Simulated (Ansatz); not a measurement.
BaS, DFT, LDA, all-electron LAPW, scalar-relativistic (Ansatz 0.2.0), run on 1 thread of Intel(R) Xeon(R) 6975P-C (Granite Rapids) on a shared host.

The geometry is COD entry 9008600, unchecked; take it as a test cell. The listed cell was then made from it by scaling, straining or moving an atom.

Command: `ansatz run input.yaml --threads 1 --pin off --max-ram 3072MiB --backend cpu --events-out ev --progress --plain --runs-dir out`

```yaml
crystal:
  lattice:
    - [0.0319375, 3.20971875, 3.20971875]
    - [3.20971875, 0.0319375, 3.20971875]
    - [3.20971875, 3.20971875, 0.0319375]
  atoms:
    - { symbol: Ba, position: [0.0, 0.0, 0.0] }
    - { symbol: S, position: [0.5, 0.5, 0.5] }
kpoints:
  mp_grid: { grid: [7, 7, 7] }
  band_path:
    path:
      - [0.0, 0.0, 0.0]
      - [0.5, 0.5, 0.5]
      - [0.247543133, 0.5, 0.752456867]
      - [-0.247543133, 0.247543133, 0.5]
      - [0.0, 0.0, 0.5]
      - [0.0, 0.0, 0.0]
      - [-0.3737715665, 0.0, 0.3737715665]
      - [0.0, 0.3737715665, 0.6262284335]
      - [0.0, 0.5, 0.5]
    npoints: 5
scf:
  occupations: { method: fermi_dirac, width: 0.01 }
hamiltonian:
  xc: lda
  pseudopotentials: { kind: all_electron, lapw: { basis_error: 0.00025 } }
output:
  forces: true
  stress: true
  eigenvalues: true
```

(1) How large is the problem that the program sets up?

(2) About how long does it take, and how much memory does it use?

## Answers

(1) 44 irreducible k-points, 301 plane waves at Γ, 26 bands.

(2) 7 s of wall time for 7 SCF iterations, with a peak of 0.35 GiB. Times on shared machines scatter by tens of per cent.
